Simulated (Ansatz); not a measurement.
**What a trial cell of GaCo relaxes into**

Computed with Ansatz 0.2.0, DFT PBE, scalar-relativistic, plane waves, PAW. Cutoff 420 eV, Γ-centred k mesh, Gaussian smearing, collinear spin, first started from parallel moments.

The start puts GaCo on the tungsten carbide structure type (P-6m2, No. 187), with Ga in place of W, Co in place of C, at a guessed volume.

```yaml
crystal:
  lattice:
    - [2.96236, 0.00000, 0.00000]
    - [-1.48118, 2.56548, 0.00000]
    - [0.00000, 0.00000, 2.88934]
  atoms:
    - { symbol: Ga, position: [0.00000, 0.00000, 0.00000] }
    - { symbol: Co, position: [0.66667, 0.33333, 0.50000] }
```

Cell and atoms relax at zero pressure; the relaxation can't lower the symmetry of the start. After a coarse first stage the cell is made exact in the group found at 0.06 Å.

The zero of energy is the elements' standard structures at the same level; no fitted shifts are applied.

What does it relax into?

It keeps P-6m2 (No. 187), but not the shape of the type it started on. Conventional cell: a = 2.776 Å, c = 3.790 Å. Ga is coordinated by 6 Co at 2.48 Å and 6 Ga at 2.78 Å; Co has 6 Ga at 2.48 Å and 6 Co at 2.78 Å.

```xyz
2
Lattice="2.7759 0.0000 0.0000 -1.3880 2.4040 0.0000 0.0000 0.0000 3.7895" Properties=species:S:1:pos:R:3 pbc="T T T"
Ga    0.0000    0.0000    0.0000
Co    1.3880    0.8013    1.8948
```

What are its volume, energy, gap and moment?

The volume per atom is 12.64 Å³. The density is 8.45 g/cm³. The energy over the elements is -0.14 eV/atom, the gap on the 24×24×14 mesh is 0 eV (a metal) and the net moment per atom is 0.37 μB. The largest site moment is 0.80 μB.

The final run used a 24×24×14 mesh on its 2-atom cell and 0.10 eV smearing. The k mesh leaves about 4 meV/atom of noise in metals. A structure relaxed within its symmetry needn't be a true minimum. The steps took of the order of 3 core-minutes in all.